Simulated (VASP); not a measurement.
A run of VASP 6.6.1:

INCAR

```
PREC     = Accurate       # precision mode
ENCUT    = 600            # plane-wave cutoff, eV
EDIFF    = 1E-7           # SCF threshold, eV
ISMEAR   = 0              # smearing method
SIGMA    = 0.03           # smearing width, eV
LREAL    = F              # projectors in reciprocal space
LASPH    = T              # aspherical terms in the spheres
NELM     = 80             # most SCF steps
ALGO     = Fast           # electronic algorithm
ISIF     = 4              # what is computed and relaxed
LWAVE    = F              # write WAVECAR
LCHARG   = F              # write CHGCAR
GGA      = PS             # functional
IBRION   = 2              # ionic algorithm
NSW      = 40             # ionic steps
EDIFFG   = -0.01          # ionic threshold
KPAR     = 2
```

File KPOINTS:

```
regular mesh
0
Gamma
  8 8 8
```

The input POSCAR:

```
BaTiO3                                  
1.0
    4.0449502708      0.0000000000      0.0000000000
    0.0000000000      4.0449502708     -0.0000000000
    0.0000000000      0.0000000000      4.1454087410
  Ba              Ti              O             
     1     1     3
Direct
     0.0000000000000000    1.0000000000000000    0.9986017990225708
     0.5000000000000000    0.5000000000000000    0.4819255852252555
     0.5000000000000000    0.5000000000000000    0.0291004915946275
     0.5000000000000000    0.0000000000000000    0.5166860620787762
     0.0000000000000000    0.5000000000000000    0.5166860620787762
```

Potentials or basis: VASP PAW PBE potentials, release 64 (Ba_sv, Ti_sv, O).

Command:

```console
$ cat potpaw_PBE.64/Ba_sv/POTCAR potpaw_PBE.64/Ti_sv/POTCAR potpaw_PBE.64/O/POTCAR > POTCAR
$ mpirun -np 2 vasp_std > vasp.out
```

Hardware: 2 MPI ranks on Intel(R) Xeon(R) Platinum 8488C (Sapphire Rapids), with other jobs on the host.

Q: How long does it take, and how much memory?

A: Wall time 18 min on 2 MPI ranks on Intel(R) Xeon(R) Platinum 8488C (Sapphire Rapids), on a shared host, peak memory 0.31 GiB a rank. Counts: scf iterations 286, k points 75, ion steps 12.
